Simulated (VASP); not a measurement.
The system is ZrO2.

```
Zr O
1.0
     0.00000    2.65000    2.65000
     2.65000    0.00000    2.65000
     2.65000    2.65000    0.00000
Zr O
1 2
Direct
  0.00000 0.00000 0.00000
  0.25000 0.25000 0.25000
  0.75000 0.75000 0.75000
```

The cell was built by a generator and needn't be a form met in nature.

Base run:

```yaml
Program: VASP 6.6.1
Functional: PBEsol
Potentials_or_basis: VASP PAW PBE potentials, release 64 (Zr_sv, O)
Cutoff: 700 eV
k_mesh: 6 × 6 × 6
Occupations: gaussian, width 0.05 eV
Spin: no spin polarisation
```

Its results: band gap on the k mesh 2.95 eV, indirect (least direct gap 3.29 eV); pressure -26.0 GPa.

Q: The run is repeated on the same cell with these changes: functional from PBEsol to PBE. What comes out?

A: Band gap on the k mesh 3.01 eV, indirect (least direct gap 3.37 eV); pressure -20.0 GPa.

PBE binds less tightly than PBEsol, so the same cell stands under more pressure.

Caveats: so large a pressure means that the cell lies far from this level's equilibrium, or that cutoff or potentials fall short; the potentials were made for another functional, which shifts forces and pressure (some runs).

A k mesh can miss the band edges.
